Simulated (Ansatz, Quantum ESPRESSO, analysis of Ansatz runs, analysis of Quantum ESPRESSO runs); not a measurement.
# Substitutional N in diamond: charge-transition level against experiment (Quantum ESPRESSO), part 3 of 4

Subject: substitutional N in diamond. Wanted: its charge-transition level, in one set-up (PBE, JTH 2.0 PBE, 32-site cell, PBE lattice, k: the single point 1/4 1/4 1/4 then 2x2x2 shifted, started with the impurity moved along one bond, start relaxed with Ansatz). The model is a cell of 32 host atoms with 1 C taken out and 1 N put in. The level is the Fermi energy at which two charge states have equal formation energy, after a correction for the images of the charge. Other potentials or another program check that the number doesn't hang on one set of files.

Quantum ESPRESSO 7.5; PBE, JTH 2.0 PBE, 32-site cell, PBE lattice, k: the single point 1/4 1/4 1/4 then 2x2x2 shifted, started with the impurity moved along one bond, start relaxed with Ansatz.

So far: The starting structure; Relaxation, charge +1; Single point, charge +1.

## (4) Relaxation, charge 0

Level of this step: Quantum ESPRESSO plane-wave DFT, PBE, JTH 2.0 PBE potentials; relaxation of all atoms of a defect supercell (Quantum ESPRESSO).

The input, pw.in:

```
&CONTROL
  calculation = 'relax'
  prefix = 'pwscf'
  outdir = './tmp'
  pseudo_dir = './pseudo'
  tprnfor = .true.
  disk_io = 'low'
  nstep = 70
  forc_conv_thr = 0.00078
  etot_conv_thr = 0.0001
/
&SYSTEM
  ibrav = 0
  nat = 32
  ntyp = 2
  ecutwfc = 40
  ecutrho = 240
  nbnd = 69
  occupations = 'smearing'
  smearing = 'fd'
  degauss = 0.00073499
  nspin = 2
  starting_magnetization(1) = 0.125
  starting_magnetization(2) = 0.1
  tot_magnetization = 1
  nosym = .true.
/
&ELECTRONS
  conv_thr = 3d-08
  electron_maxstep = 100
  mixing_beta = 0.3
/
&IONS
  ion_dynamics = 'bfgs'
/
ATOMIC_SPECIES
C     12.0110 C.GGA_PBE-JTH.UPF
N     14.0070 N.GGA_PBE-JTH.UPF
CELL_PARAMETERS angstrom
  -3.5736125014    3.5736125014    3.5736125014
   3.5736125014   -3.5736125014    3.5736125014
   3.5736125014    3.5736125014   -3.5736125014
ATOMIC_POSITIONS crystal
C     -0.0006404329   -0.0003137484    0.4998966544
C     -0.0054326917    0.2474016016    0.2466123299
[... 4 atom lines left out ...]
C      0.2500933152    0.4981467314    0.7466470970
C      0.2500932063    0.7474390843    0.4973574150
[... 1 atom line left out ...]
C      0.4978200669    0.2504205081    0.7466475860
N      0.4617956874    0.4621252207    0.4613277770
C      0.4978191560    0.7474380193    0.2496306871
[... 1 atom line left out ...]
C      0.7471119635    0.2504206225    0.4973577389
C      0.7471103664    0.4981462048    0.2496310215
C      0.7533023165    0.7536290961    0.0025999140
[... 6 atom lines left out ...]
C      0.2436940492    0.4912183079    0.4904259099
[... 2 atom lines left out ...]
C      0.4908915266    0.2440200506    0.4904270592
C      0.4908872760    0.4912151334    0.2432360220
[... 4 atom lines left out ...]
C      0.7894244401    0.7897509358    0.7889635885
K_POINTS crystal
1
0.25 0.25 0.25 1.0
```

Run with:

```console
$ OMP_NUM_THREADS=1 mpirun -n 4 pw.x -in pw.in > pw.out
```

Output:

```text
[banner, memory and clock lines left out]
          URL

     file C.GGA_PBE-JTH.UPF: wavefunction(s)  0S 2P 0P renormalized
     file N.GGA_PBE-JTH.UPF: wavefunction(s)  0S 0P renormalized

     bravais-lattice index     =            0
     lattice parameter (alat)  =      11.6968  a.u.
     unit-cell volume          =    1231.9100 (a.u.)^3
     number of atoms/cell      =           32
     number of atomic types    =            2
     number of electrons       =       129.00 (up:  65.00, down:  64.00)
     number of Kohn-Sham states=           69
     kinetic-energy cutoff     =      40.0000  Ry
     charge density cutoff     =     240.0000  Ry
     scf convergence threshold =      3.0E-08
     mixing beta               =       0.3000
     number of iterations used =            8  plain     mixing
     energy convergence thresh.=      1.0E-04
     force convergence thresh. =      7.8E-04
     Exchange-correlation= SLA PW PBX PBC
                           (   1   4   3   4   0   0   0)
     nstep                     =           70

     celldm(1)=  11.696797  celldm(2)=   0.000000  celldm(3)=   0.000000
     celldm(4)=   0.000000  celldm(5)=   0.000000  celldm(6)=   0.000000

     crystal axes: (cart. coord. in units of alat)
               a(1) = (  -0.577350   0.577350   0.577350 )
               a(2) = (   0.577350  -0.577350   0.577350 )
               a(3) = (   0.577350   0.577350  -0.577350 )

     reciprocal axes: (cart. coord. in units 2 pi/alat)
               b(1) = ( -0.000000  0.866025  0.866025 )
               b(2) = (  0.866025 -0.000000  0.866025 )
               b(3) = (  0.866025  0.866025  0.000000 )

     PseudoPot. # 1 for C  read from file:
     C.GGA_PBE-JTH.UPF
     Pseudo is Projector augmented-wave + core cor, Zval =  4.0
     Generated using ATOMPAW code
     Shape of augmentation charge: SINC**2
     Using radial grid of  920 points,  4 beta functions with:
                l(1) =   0
                l(2) =   0
                l(3) =   1
                l(4) =   1
     Q(r) pseudized with 0 coefficients

     PseudoPot. # 2 for N  read from file:
     N.GGA_PBE-JTH.UPF
     Pseudo is Projector augmented-wave + core cor, Zval =  5.0
     Generated using ATOMPAW code
     Shape of augmentation charge: SINC**2
     Using radial grid of  933 points,  4 beta functions with:
                l(1) =   0
                l(2) =   0
                l(3) =   1
                l(4) =   1
     Q(r) pseudized with 0 coefficients

     atomic species   valence    mass     pseudopotential
     C                 4.00    12.01100     C ( 1.00)
     N                 5.00    14.00700     N ( 1.00)

     Starting magnetic structure
     atomic species   magnetization
     C               0.125
     N               0.100

     No symmetry found

   Cartesian axes

     site n.     atom                  positions (alat units)
         1        C      tau(   1) = (   0.2888041   0.2884269  -0.2891664  )
         2        C      tau(   2) = (   0.2883556  -0.0035923  -0.0026809  )
         3        C      tau(   3) = (   0.2888040  -0.2900783   0.2893368  )
         4        C      tau(   4) = (   0.8679918   0.0013125   0.0022223  )
         5        C      tau(   5) = (  -0.0032145   0.2879785  -0.0026806  )
         6        C      tau(   6) = (  -0.0032143  -0.0035917   0.2888867  )
         7        C      tau(   7) = (   0.5742906   0.2878632   0.0009197  )
         8        C      tau(   8) = (   0.5742922   0.0000067   0.2887761  )
         9        C      tau(   9) = (  -0.2897005   0.2884269   0.2893369  )
        10        C      tau(  10) = (   0.2882410   0.5739134   0.0009197  )
        11        N      tau(  11) = (   0.2665380   0.2661575   0.2670783  )
        12        C      tau(  12) = (   0.2882419   0.0000068   0.5748252  )
        13        C      tau(  13) = (   0.0016897   0.8676142   0.0022224  )
        14        C      tau(  14) = (   0.0003847   0.5739145   0.2887761  )
        15        C      tau(  15) = (   0.0003850   0.2878641   0.5748247  )
        16        C      tau(  16) = (   0.0016897   0.0013124   0.8685262  )
        17        C      tau(  17) = (   0.1458794   0.1455019  -0.1463691  )
[...]
25        C      tau(  25) = (   0.1423238   0.7210542  -0.1437623  )
        26        C      tau(  26) = (   0.1406169   0.4256795   0.1411532  )
        27        C      tau(  27) = (   0.1406217   0.1402431   0.4265847  )
        28        C      tau(  28) = (   0.1423236  -0.1446735   0.7219664  )
        29        C      tau(  29) = (  -0.1442965   0.7210557   0.1428574  )
        30        C      tau(  30) = (  -0.1454331   0.4310477   0.4319580  )
        31        C      tau(  31) = (  -0.1442958   0.1419462   0.7219660  )
        32        C      tau(  32) = (   0.4556968   0.4553198   0.4562290  )

     number of k points=     1  Fermi-Dirac smearing, width (Ry)=  0.0007
                       cart. coord. in units 2pi/alat
        k(    1) = (   0.4330127   0.4330127   0.4330127), wk =   1.0000000

     Dense  grid:    77413 G-vectors     FFT dimensions: (  60,  60,  60)

     Smooth grid:    42147 G-vectors     FFT dimensions: (  48,  48,  48)

     Check: negative core charge=   -0.000056
     Generating pointlists ...
     new r_m :   0.0986 (alat units)  1.1535 (a.u.) for type    1
     new r_m :   0.0986 (alat units)  1.1535 (a.u.) for type    2

     Initial potential from superposition of free atoms

     starting charge     128.9987, renormalised to     129.0000
     Starting wfcs are  256 randomized atomic wfcs
     Checking if some PAW data can be deallocated...

     Self-consistent Calculation

     iteration #  1     ecut=    40.00 Ry     beta= 0.30
     Davidson diagonalization with overlap
     ethr =  1.00E-02,  avg # of iterations =  2.0

     total energy              =    -598.97469632 Ry
     estimated scf accuracy    <       2.02891721 Ry

     total magnetization       =     1.00 Bohr mag/cell
     absolute magnetization    =     1.17 Bohr mag/cell

     iteration #  2     ecut=    40.00 Ry     beta= 0.30
     Davidson diagonalization with overlap
     ethr =  1.57E-03,  avg # of iterations =  1.5

     total energy              =    -599.17528216 Ry
     estimated scf accuracy    <       0.78090885 Ry

     total magnetization       =     1.00 Bohr mag/cell
     absolute magnetization    =     1.12 Bohr mag/cell

     iteration #  3     ecut=    40.00 Ry     beta= 0.30
     Davidson diagonalization with overlap
     ethr =  6.05E-04,  avg # of iterations =  2.0

[...]
atom    8 type  1   force =    -0.00055432    0.00021745    0.00001197
     atom    9 type  1   force =    -0.00020087    0.00016435    0.00024276
     atom   10 type  1   force =     0.00002242   -0.00050891    0.00022167
     atom   11 type  2   force =    -0.00016996   -0.00006828   -0.00034941
     atom   12 type  1   force =    -0.00000385    0.00022440   -0.00056887
     atom   13 type  1   force =     0.00038168    0.00044190    0.00040666
     atom   14 type  1   force =     0.00021732   -0.00052730    0.00001074
     atom   15 type  1   force =     0.00023613   -0.00001256   -0.00055752
     atom   16 type  1   force =     0.00037942    0.00036875    0.00046912
[...]
Total force =     0.003812     Total SCF correction =     0.000121

     BFGS Geometry Optimization
     Energy error            =      1.5E-05 Ry
     Gradient error          =      9.0E-04 Ry/Bohr

     number of scf cycles    =   1
     number of bfgs steps    =   0

     energy             new  =    -599.3061537004 Ry

     new trust radius        =       0.0013110281 bohr
     new conv_thr            =       0.0000000300 Ry

ATOMIC_POSITIONS (crystal)
C               -0.0006402377       -0.0003111844        0.4999237690
C               -0.0055069484        0.2473712143        0.2465811342
C               -0.0006407742        0.5007164079       -0.0011055318
C                0.0031184787        0.7536911318        0.7529003889
C                0.2470430085       -0.0051833776        0.2465798957
C                0.2470443175        0.2473712426       -0.0059633170
C                0.2501116259        0.4981252168        0.7466093049
C                0.2501101924        0.7473989287        0.4973324736
C                0.5003882116       -0.0003117927       -0.0011056601
C                0.4977988001        0.2504385800        0.7466115665
N                0.4617647616        0.4620867663        0.4613101375
C                0.4977936512        0.7473956149        0.2496470162
C                0.7533634450        0.0034463736        0.7529002547
C                0.7470737175        0.2504375081        0.4973347886
C                0.7470681585        0.4981224094        0.2496475745
C                0.7533643519        0.7536919217        0.0026553082
[...]
NEW-OLD atomic charge density approx. for the potential

     Check: negative core charge=   -0.000056
     Generating pointlists ...

     Self-consistent Calculation

     iteration #  1     ecut=    40.00 Ry     beta= 0.30
     Davidson diagonalization with overlap
     ethr =  1.00E-06,  avg # of iterations =  2.0

     Threshold (ethr) on eigenvalues was too large:
     Diagonalizing with lowered threshold

     Davidson diagonalization with overlap
     ethr =  8.38E-10,  avg # of iterations =  4.5

     total energy              =    -599.30616279 Ry
     estimated scf accuracy    <       0.00000178 Ry

     total magnetization       =     1.00 Bohr mag/cell
     absolute magnetization    =     1.12 Bohr mag/cell

     iteration #  2     ecut=    40.00 Ry     beta= 0.30
     Davidson diagonalization with overlap
     ethr =  1.38E-09,  avg # of iterations =  2.0

     total energy              =    -599.30616281 Ry
     estimated scf accuracy    <       0.00000044 Ry

     total magnetization       =     1.00 Bohr mag/cell
     absolute magnetization    =     1.12 Bohr mag/cell

     iteration #  3     ecut=    40.00 Ry     beta= 0.30
     Davidson diagonalization with overlap
     ethr =  3.44E-10,  avg # of iterations =  2.5

     total energy              =    -599.30616288 Ry
     estimated scf accuracy    <       0.00000007 Ry

     total magnetization       =     1.00 Bohr mag/cell
     absolute magnetization    =     1.12 Bohr mag/cell

     iteration #  4     ecut=    40.00 Ry     beta= 0.30
     Davidson diagonalization with overlap
     ethr =  5.48E-11,  avg # of iterations =  2.5

     Magnetic moment per site  (integrated on atomic sphere of radius R)
[...]
atom  25 (R=0.099)  charge=  1.8148  magn=  0.0043
     atom  26 (R=0.099)  charge=  1.8060  magn= -0.0022
     atom  27 (R=0.099)  charge=  1.8064  magn= -0.0022
     atom  28 (R=0.099)  charge=  1.8148  magn=  0.0043
     atom  29 (R=0.099)  charge=  1.8152  magn=  0.0043
     atom  30 (R=0.099)  charge=  1.8383  magn=  0.0036
     atom  31 (R=0.099)  charge=  1.8147  magn=  0.0043
     atom  32 (R=0.099)  charge=  1.8555  magn=  0.2887

     End of self-consistent calculation

 ------ SPIN UP ------------

          k = 0.4330 0.4330 0.4330 (  5276 PWs)   bands (ev):

[...]
15.6450  18.4155  18.9738  18.9741  19.1843

 ------ SPIN DOWN ----------

          k = 0.4330 0.4330 0.4330 (  5276 PWs)   bands (ev):

    -7.5949  -6.4957  -6.4956  -6.3800  -4.0074  -2.5376  -2.5376  -2.2660
    -2.2660  -2.2526  -2.1862  -2.1860  -2.1073  -2.0727  -2.0727  -1.6061
     1.5898   2.0320   2.0321   2.3802   2.3802   2.3856   2.4627   2.4952
     2.4952   2.5704   2.5704   3.0819   5.6141   5.6142   5.9846   6.3396
     6.3461   6.3462   6.4838   6.4838   6.5029   6.5057   6.6630   6.6726
     6.6726   6.7609   6.7610   7.2152   7.8712   7.8712   8.2463   8.2463
     8.2939   8.3385   8.3386   8.3831   8.4980   8.5156   8.5156   9.0672
    11.0557  11.0557  11.3958  11.3958  11.5214  11.5215  11.5450  12.2753
    16.8252  18.4891  18.9943  18.9945  19.2028

     the spin up/dw Fermi energies are    15.9139   12.5251 ev

!    total energy              =    -599.30616290 Ry
     total all-electron energy =      -599.306163 Ry
     estimated scf accuracy    <       0.00000001 Ry
     smearing contrib. (-TS)   =      -0.00000000 Ry
     internal energy E=F+TS    =    -599.30616290 Ry

     The total energy is F=E-TS. E is the sum of the following terms:
     one-electron contribution =     130.80607996 Ry
     hartree contribution      =      34.04934507 Ry
     xc contribution           =    -146.56568715 Ry
     ewald contribution        =    -414.06531270 Ry
     one-center paw contrib.   =    -203.53058809 Ry

     total magnetization       =     1.00 Bohr mag/cell
     absolute magnetization    =     1.12 Bohr mag/cell

     convergence has been achieved in   4 iterations

     Forces acting on atoms (cartesian axes, Ry/au):

[...]
atom   25 type  1   force =    -0.00019735   -0.00005003    0.00025174
     atom   26 type  1   force =    -0.00008422   -0.00023809   -0.00012228
     atom   27 type  1   force =    -0.00004647   -0.00003087   -0.00032104
     atom   28 type  1   force =    -0.00019886    0.00022680   -0.00002428
     atom   29 type  1   force =     0.00023341   -0.00005316   -0.00018708
     atom   30 type  1   force =     0.00003673   -0.00009091   -0.00006446
     atom   31 type  1   force =     0.00023885   -0.00020270   -0.00002609
     atom   32 type  1   force =     0.00040006    0.00038747    0.00041900

     Total force =     0.001723     Total SCF correction =     0.000084
     Energy error            =      9.2E-06 Ry
     Gradient error          =      4.2E-04 Ry/Bohr

     bfgs converged in   2 scf cycles and   1 bfgs steps
     (criteria: energy <  1.0E-04 Ry, force <  7.8E-04 Ry/Bohr)

     End of BFGS Geometry Optimization

     Final energy             =    -599.3061628981 Ry

     File ./tmp/pwscf.bfgs deleted, as requested
Begin final coordinates

ATOMIC_POSITIONS (crystal)
[...]
C                0.4999694022       -0.0012681938        0.7476847998
C                0.4908783265        0.2441201558        0.4904183578
C                0.4908716223        0.4911969927        0.2433356850
C                0.4999696762        0.7484769290       -0.0020616976
C                0.7481477624       -0.0012695391        0.4995047290
C                0.7473407981        0.2481093919        0.2473167621
C                0.7481492072        0.5002980339       -0.0020603928
C                0.7894711391        0.7897979540        0.7890088661
End final coordinates
```

It took 19 s on 4 MPI ranks of Arm Neoverse V2, shared host; peak memory 0.36 GiB.

No atom moved by 0.005 Å in the relaxation.

Neighbours of N11 at the end:

```csv
atom,distance (Å)
C26,1.479
C23,1.479
C27,1.479
C32,2.028
C5,2.365
C2,2.365
C6,2.365
C10,2.522
C7,2.522
C14,2.522
C15,2.522
C8,2.522
C12,2.522
```

Numbers from this step:

* total moment: 1.000 μB
* integral of the absolute spin density: 1.122 μB

(Continued in part 4 of 4.)

[Logs are printed without paths, hosts, clocks, repeated set-up lines and the standing remarks that a program may print on its own settings, such as how far it seeks lower states.]

[Hosts, paths, dates, database ids (printed as entryN), source tags and the programs' standing remarks are cut or masked in the printed files.]

[For some hosts the program warned that the k-mesh of the response run may be too coarse for force constants and the static dielectric constant; such warnings are not shown here.]
